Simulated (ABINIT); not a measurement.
The system is HfO2.

```xyz
3
Lattice="0.0000 2.5575 2.5575 2.5575 0.0000 2.5575 2.5575 2.5575 0.0000" Properties=species:S:1:pos:R:3 pbc="T T T"
Hf    0.0000    0.0000    0.0000
O     3.8363    3.8363    3.8363
O     1.2788    1.2788    1.2788
```

Measurements of this composition are mostly on another form, of space group No. 14.

Base run:

| Quantity | Value |
| --- | --- |
| Program | ABINIT 10.8.3 (patched build) |
| Functional | PBE |
| Potentials or basis | JTH PAW PBE v2.0 |
| Cutoff | 626 eV |
| k mesh | 9 × 9 × 9 |
| Occupations | fermi-dirac, width 0.05 eV |
| Spin | no spin polarisation |

Its results: band gap on the k mesh 3.84 eV, indirect (least direct gap 3.96 eV); pressure -5.8 GPa.

Question: The run is repeated on the same cell with these changes: k mesh from 9 × 9 × 9 to 7 × 7 × 7. What comes out?

Answer: Band gap on the k mesh 3.92 eV, indirect (least direct gap 4.08 eV); pressure -5.8 GPa.

Caveats: spin-orbit coupling is left out, which moves the levels of the heavy elements; the mesh misses the band edges, which the band path finds closer together (some runs); an odd mesh through Γ misses points on the zone boundary, where band edges often lie (some runs).
